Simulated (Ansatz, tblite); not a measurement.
# PtS$_{2}$ with GFN1-xTB from a Python script

These are simulated results from tblite 0.8.0, not measurements. The cell was built from a prototype and was relaxed with r2SCAN+rVV10 in plane waves (Ansatz 0.2.0). Not every such cell is a known phase. All runs are without spin polarisation.

Space group R-3m (No. 166), trigonal; a = 3.529 Å, c = 16.569 Å in the conventional setting, 19.85 Å³ an atom. Pt has 6 S at 2.39 Å; S has 3 Pt at 2.39 Å.

tblite solves periodic systems at the zone centre alone, so the script builds a cluster of 3×3×1 conventional cells (81 atoms), which folds in a coarse mesh of k points.

The script, run.py:

```python
import json
from ase import Atoms
from ase.build import make_supercell
from ase.units import Bohr, GPa, Hartree
from tblite.interface import Calculator

atoms = Atoms(['Pt', 'S', 'S'],
              cell=[[1.764443, 1.018702, 5.523046], [-1.764443, 1.018702, 5.523046], [-0.0, -2.037403, 5.523046]],
              scaled_positions=[[0.0, 0.0, 0.0], [0.258305, 0.258305, 0.258305], [0.741695, 0.741695, 0.741695]],
              pbc=True)
cluster = make_supercell(atoms, [[3, -3, 0], [0, 3, -3], [1, 1, 1]])
calc = Calculator('GFN1-xTB', cluster.numbers, cluster.positions / Bohr, lattice=cluster.cell[:] / Bohr, periodic=cluster.pbc)
calc.set('temperature', 0.02 / Hartree)
calc.set('max-iter', 150)
res = calc.singlepoint()
levels = res.get('orbital-energies') * Hartree
nv = round(res.get('orbital-occupations').sum() / 2)
cells = len(cluster) // len(atoms)
out = {'energy_per_cell': res.get('energy') * Hartree / cells, 'homo': levels[nv - 1], 'lumo': levels[nv],
       'stress': (-res.get('virial') * Hartree / cluster.get_volume() / GPa).tolist(), 'charges': res.get('charges')[:len(atoms)].tolist(), 'electrons': 2 * nv / cells}
json.dump(out, open('results.json', 'w'))
for key, value in out.items():
    print(key, value)
```

Command: `python run.py`. It took 4.9 s on 1 thread of Arm Neoverse V1, on a shared host, peak memory 0.16 GiB.

Output:

```
------------------------------------------------------------
  cycle        total energy    energy error   density error
------------------------------------------------------------
      1     -317.1319867595  -3.1663462E+02   5.6054487E-01
      2     -317.4462413978  -3.1425464E-01   5.5474326E-01
      3     -320.6591876557  -3.2129463E+00   2.5731458E-01
      4     -320.6618232763  -2.6356206E-03   1.5956977E-02
      5     -320.6652621176  -3.4388413E-03   3.8352919E-03
      6     -320.6650281734   2.3394417E-04   2.0593570E-03
      7     -320.6653432387  -3.1506534E-04   3.0908665E-04
      8     -320.6653438220  -5.8329306E-07   1.1031861E-04
      9     -320.6653443640  -5.4200433E-07   1.1758670E-05
------------------------------------------------------------

 total:                                   4.254 sec
energy_per_cell -323.1758692639452
homo -10.213912279452979
lumo -8.90941777838367
stress [[4.949835378113552, -9.577243702801759e-06, -4.2912631107072475e-08], [-9.577243702470481e-06, 4.949825974734512, -2.821318096722496e-06], [-4.291263104386466e-08, -2.8213180968155373e-06, 1.191571521959781]]
charges [0.19106589090195125, -0.09553345013569228, -0.09550239589111262]
electrons 22.0
```

The cycle table is in hartree for the whole cluster, and the lines after it are in eV (the energy for one cell). The printed stress is in GPa and positive in compression, and the pressure is its mean diagonal.

GFN1-xTB gives a gap of 1.30 eV. On the same cell, plane-wave PBE (Ansatz, 8×8×8 k points and the special points) gives a gap of 1.01 eV and r2SCAN a gap of 1.18 eV; on shared hosts these took about 4.7 and 13 core-seconds on the 3-atom cell, against 4.9 for the script. Spin-orbit coupling, left out in all these runs, can cut or reorder the gap by tenths of an eV, up to about 1 eV with Pb or Bi. xTB was fitted to molecules, so gaps, charges and pressures of solids can be far off, and the gap also depends on the size of the cluster.

The same script was run on cells scaled at fixed shape and fractional coordinates:

| volume (Å³/atom) | energy (meV/atom) | pressure (GPa, positive in compression) | gap (eV) |
| --- | --- | --- | --- |
| 17.47 | 187.1 | 23.61 | 1.65 |
| 18.66 | 56.9 | 12.05 | 1.46 |
| 19.85 | 0.0 | 3.70 | 1.30 |
| 21.05 | -3.6 | -2.43 | 1.17 |
| 22.24 | 32.1 | -6.99 | 1.06 |

A Birch-Murnaghan fit puts the minimum at 20.53 Å³/atom, 3.4 % above the given cell, with a bulk modulus of 103 GPa at fixed shape.

xTB was fitted mostly to molecules, and a small cluster samples few k points, so gaps, pressures and kinks along a curve can be far from a solid's.

No spin-orbit coupling is included; it can move band edges with weight on the heavy atoms by tenths of an eV.
